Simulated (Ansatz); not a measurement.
BaO: sound and stiffness along [100], [110] and [111]

All numbers below come from Ansatz, DFT PBEsol, scalar-relativistic, plane waves, PAW. Plane waves to 420 eV; Γ-centred k mesh 8×8×8; fixed occupations. No spin polarisation.

The cell, relaxed at this level:
```cif
data_structure
_symmetry_space_group_name_H-M 'P 1'
_symmetry_Int_Tables_number 1
_cell_length_a 3.8819
_cell_length_b 3.8819
_cell_length_c 3.8819
_cell_angle_alpha 60.000
_cell_angle_beta 60.000
_cell_angle_gamma 60.000
_cell_volume 41.36
loop_
_atom_site_label
_atom_site_type_symbol
_atom_site_fract_x
_atom_site_fract_y
_atom_site_fract_z
_atom_site_occupancy
Ba1 Ba 0.00000 0.00000 0.00000 1
O1 O 0.50000 0.50000 0.50000 1
```

With ions relaxed, on the cubic axes: C11 = 135.1, C12 = 49.2, C44 = 34.4 GPa. The density is 6.155 g/cm³.

Question: Is the crystal stable against strain, and how anisotropic is it?

Answer: Born's conditions hold: C11 + 2C12 = 233.4, C11 − C12 = 85.9 and C44 = 34.4 GPa are all positive. B = (C11 + 2C12)/3 = 77.8 GPa. The two shear moduli are C44 and C′ = (C11 − C12)/2 = 43.0 GPa, so Zener's ratio is A = C44/C′ = 0.80: the shear C44 is the soft one, as in NaCl, KCl, the halide perovskites and the bcc metals V, Nb, Cr and Mo. The Cauchy pressure C12 − C44 is 14.8 GPa; it would vanish for pair forces between atoms on inversion centres at zero pressure, and a positive value is usual with metallic or many-body binding.

Question: Give the sound speeds along the three symmetry directions.

Answer: The Christoffel equation gives ρv² for each branch:
| direction | branch | ρv² | GPa | v (m/s) |
| --- | --- | --- | --- | --- |
| [100] | L | C11 | 135.1 | 4685 |
| [100] | T (×2) | C44 | 34.4 | 2363 |
| [110] | L | (C11 + C12 + 2C44)/2 | 126.5 | 4534 |
| [110] | T, u ∥ [001] | C44 | 34.4 | 2363 |
| [110] | T, u ∥ [1-10] | (C11 − C12)/2 | 43.0 | 2642 |
| [111] | L | (C11 + 2C12 + 4C44)/3 | 123.7 | 4482 |
| [111] | T (×2) | (C11 − C12 + C44)/3 | 40.1 | 2552 |

Question: How does Young's modulus depend on direction?

Answer: Inverting gives S11 = 9.189, S12 = -2.453, S44 = 29.087 TPa⁻¹. Along a unit vector (l, m, n), 1/E = S11 − 2(S11 − S12 − S44/2)(l²m² + m²n² + n²l²), where the last bracket is 0, 1/4 and 1/3 for [100], [110] and [111]: E = 109, 94 and 90 GPa. With A < 1 the cube edge is stiffest. For a film on (001), the biaxial modulus is C11 + C12 − 2C12²/C11 = 148 GPa and the normal strain is −2C12/C11 = -0.73 times the in-plane one.

Cost: 2 runs of about 0.71 core-minutes in all, on Intel Xeon Platinum 8259CL (Skylake/Cascade Lake) (shared hosts).